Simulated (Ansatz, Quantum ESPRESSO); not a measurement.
**Hf and the pressure, program beside program**

The cell as given:

```yaml
crystal:
  lattice:
    - [3.19670, 0.00000, 0.00000]
    - [-1.59835, 2.76842, 0.00000]
    - [0.00000, 0.00000, 5.05780]
  atoms:
    - { symbol: Hf, position: [0.66667, 0.33333, 0.75000] }
    - { symbol: Hf, position: [0.33333, 0.66667, 0.25000] }
```

Kept alike: task relaxation of cell and atoms; functional PBEsol; k mesh 10 × 10 × 5; occupations fermi-dirac, width 0.05 eV; no spin polarisation. The mesh is that of the run's cell of 2 atoms. No spin-orbit coupling.

- A: Ansatz, all-electron LAPW, scalar-relativistic
- B: Quantum ESPRESSO, SSSP 1.3 efficiency PBE, made for PBE, cutoff 939 eV

| pressure (GPa) | A: volume (Å³/atom) | B: volume (Å³/atom) |
| --- | --- | --- |
| 0 | 21.575 | 21.695 |
| 5 | 20.708 | 20.827 |
| 10 | 19.976 | 20.094 |

Values on potentials made for another functional: all of B. Values hold for each row's relaxed cell, which stops near the pressure aimed at. The runs follow the start's structure, whether or not it is the stable one at these pressures.

Task: How large is the effect of the pressure, and do the programs agree on it?

Result: From 0 to 10 GPa the volume moves by -1.599 in A, -1.601 in B (Å³/atom). Row by row the programs differ by 0.118 to 0.120, and over this span the shifts, as printed, agree within 1 %.

Hafnium shrinks steadily under pressure and stiffens as it does so: in A, the step from 5 to 10 GPa removes less volume than the step from 0 to 5 GPa, and B follows the same course. As a group 4 metal, hafnium has only a few d electrons to fill the bonding part of its d band, so its cohesion and resistance to compression are moderate beside those of the mid-series 5d metals. As the atoms approach, the kinetic energy of the valence electrons and their overlap with the filled inner shells rise ever faster, making each further reduction harder.

The offset between the programs is nearly constant and therefore largely cancels in the pressure shift; it probably reflects the description of the core region. Agreement on the shift does not make the absolute volumes equally secure. At zero pressure, A lies somewhat below the measured volume of hafnium, probably because PBEsol binds this metal too tightly. The volumes alone don't show how the compression divides between the basal plane and the c axis.
